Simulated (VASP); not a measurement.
Crystal: NiO.

```xyz
2
Lattice="0.0000 2.0859 2.0859 2.0859 0.0000 2.0859 2.0859 2.0859 0.0000" Properties=species:S:1:pos:R:3 pbc="T T T"
Ni    0.0000    0.0000    0.0000
O     2.0859    2.0859    2.0859
```

| Quantity | Value |
| --- | --- |
| Program | VASP 6.6.1 |
| Task | relaxation of cell and atoms |
| Functional | AM05 |
| Potentials or basis | VASP PAW PBE potentials, release 64 (Ni, O) |
| Cutoff | 600 eV |
| k mesh | 11 × 11 × 11 |
| Occupations | fermi-dirac, width 0.05 eV |
| Spin | collinear spin, ferromagnetic start |
| Starting moments | [1.0, 0.0] μB |

At the start: pressure -9.9 GPa; volume 9.08 Å³/atom.

Question: How do energy, volume and symmetry change on relaxing?

Answer: Over 5 steps the energy falls by 24.6 meV/atom and the volume is 8.56 Å³/atom (-5.6 %); space group Fm-3m (No. 225, to 0.05 Å); moment 0.33 μB per cell.

The path:
```tsv
step	energy change (eV)	largest force (eV/Å)	pressure (GPa)	volume (Å³)
1	0.0000	0.0000	-9.90	18.15
2	-0.0415	0.0000	6.04	16.72
3	-0.0485	0.0000	1.64	17.01
4	-0.0491	0.0000	-0.44	17.16
5	-0.0491	0.0000	-0.01	17.13
```

Final structure:
```
Ni O
1.0
     0.00000    2.04600    2.04600
     2.04600    0.00000    2.04600
     2.04600    2.04600    0.00000
Ni O
1 1
Direct
  0.00000 0.00000 0.00000
  0.50000 0.50000 0.50000
```

Caveat: the PAW data sets were made with another functional, which shifts forces and pressure a little.
